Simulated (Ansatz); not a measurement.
Mulliken charges of C4H6 from ωB97M-V/def2-TZVPP in Ansatz (PBE0-D4/def2-TZVP geometry).

| atom | x (Å) | y (Å) | z (Å) | charge (e) |
| --- | --- | --- | --- | --- |
| C1 | 0.000 | 1.127 | 0.309 | -0.155 |
| C2 | 0.000 | -1.127 | 0.309 | -0.155 |
| C3 | 0.739 | 0.000 | -0.325 | -0.099 |
| C4 | -0.739 | 0.000 | -0.325 | -0.099 |
| H5 | 0.000 | 1.215 | 1.397 | 0.080 |
| H6 | 0.000 | 2.075 | -0.220 | 0.083 |
| H7 | 0.000 | -1.215 | 1.397 | 0.080 |
| H8 | 0.000 | -2.075 | -0.220 | 0.083 |
| H9 | 1.427 | 0.000 | -1.154 | 0.092 |
| H10 | -1.427 | 0.000 | -1.154 | 0.092 |

Task: By hand: the dipole of these point charges (1 e Å = 4.8032 D).

Result: Σ q r = (0.000, 0.000, -0.057) e Å, of length 0.057 e Å = 0.27 D.

Task: How does the dipole of the full density compare? (Estimate.)

Result: Ansatz gave: (0.000, 0.000, -0.147) e Å, 0.71 D; the point charges give 0.38 times that, at 0° from its direction.

Point charges leave out the atoms' own dipoles, such as those of lone pairs, and Mulliken's split depends on the basis, so the two needn't agree.
